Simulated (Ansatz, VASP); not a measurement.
**CuI (Marshite): VASP beside Ansatz**

```
CELL_PARAMETERS angstrom
0.00000 3.01204 3.01204
3.01204 0.00000 3.01204
3.01204 3.01204 0.00000
ATOMIC_POSITIONS crystal
Cu 0.25000 0.25000 0.25000
I 0.00000 0.00000 0.00000
```

Alike in both runs: task single point; functional PBEsol; k mesh 6 × 6 × 6; occupations gaussian, width 0.2 eV; no spin polarisation.

```csv
,VASP,Ansatz
version,VASP 6.6.1,Ansatz 0.2.0
potentials or method,"VASP PAW PBE potentials, release 64 (Cu, I)",plane waves
plane-wave cutoff (eV),520,420
valence electrons in the cell,18,36
```

Ansatz gave:

| Quantity | Value |
| --- | --- |
| pressure (GPa) | -1.9 |

Problem. Estimate VASP's values.

Solution. Pressure (GPa): -1.4.

The two sets of potentials don't hold the same shells in valence.

Caveats: the PAW data sets were made with another functional, which shifts forces and pressure a little (VASP); spin-orbit coupling is left out, which moves the levels of the heavy elements. Expect the measured gap to be larger: semilocal functionals such as PBEsol lack the derivative discontinuity.
